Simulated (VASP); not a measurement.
# ZrC: single point with PBE

The system is ZrC.

```xyz
2
Lattice="0.0000 2.3650 2.3650 2.3650 0.0000 2.3650 2.3650 2.3650 0.0000" Properties=species:S:1:pos:R:3 pbc="T T T"
Zr    2.3650    2.3650    2.3650
C     0.0000    0.0000    0.0000
```

- Program: VASP 6.6.1
- Task: single point
- Functional: PBE
- Potentials or basis: VASP PAW PBE potentials, release 54 (Zr_sv, C)
- Cutoff: 520 eV
- k mesh: 10 × 10 × 10
- Occupations: gaussian, width 0.02 eV
- Spin: no spin polarisation
- Further INCAR settings: ALGO = Fast; EDIFF = 1.00e-06; NBANDS = 15

```
Pressure               : -2.7 GPa
Band gap on the k mesh : none (metal or under the smearing width)
```

Levels at points of the mesh, in eV from the Fermi level:
```
           k point  band 6  band 7  band 8  band 9  band 10  band 11
(0.00, 0.00, 0.00)    0.94    0.94    0.94    1.10     1.10     1.10
(0.50, 0.00, 0.00)   -5.21   -2.86   -2.86    4.41     4.41     5.22
(0.50, 0.50, 0.00)   -2.08   -1.69    0.05    0.05     4.36     5.54
```

Wall time 46 s on 1 thread of Intel(R) Xeon(R) Platinum 8259CL CPU @ 2.50GHz (Skylake/Cascade Lake), on a shared host, peak memory 0.16 GiB.
